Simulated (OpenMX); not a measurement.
Br:

```
CELL_PARAMETERS angstrom
3.36325 -2.32255 0.00000
3.36325 2.32255 0.00000
0.00000 0.00000 8.70230
ATOMIC_POSITIONS crystal
Br 0.36510 0.63490 0.39010
Br 0.13490 0.86510 0.89010
Br 0.63490 0.36510 0.60990
Br 0.86510 0.13490 0.10990
```

Base run:

- Program: OpenMX 3.8.5
- Functional: PBE
- Potentials or basis: OpenMX 2013 PBE set, Br7.0-s3p2d2, grid cutoff 300 Ry
- k mesh: 7 × 7 × 3
- Occupations: fermi-dirac, width 0.05 eV
- Spin: no spin polarisation

Its results: band gap on the k mesh 1.82 eV, indirect (least direct gap 1.84 eV); largest force 1.534 eV/Å.

Question: The run is repeated on the same cell with these changes: k mesh from 7 × 7 × 3 to 5 × 5 × 3; spin from no spin polarisation to non-collinear spin, zero start, spin-orbit coupling. What comes out?

Answer: Band gap on the k mesh 1.77 eV, direct; net moment 0.00 μB per cell; largest force 1.577 eV/Å.

Several settings changed at once, so the effect can't be laid on one alone.

Caveats: the basis of atomic orbitals isn't converged, which shifts pressures, moduli and gaps; forces of over 1 eV/Å show positions far from the minimum, so gaps and moduli don't describe the material at rest; total energies with and without spin-orbit coupling shouldn't be compared in this program (some runs).
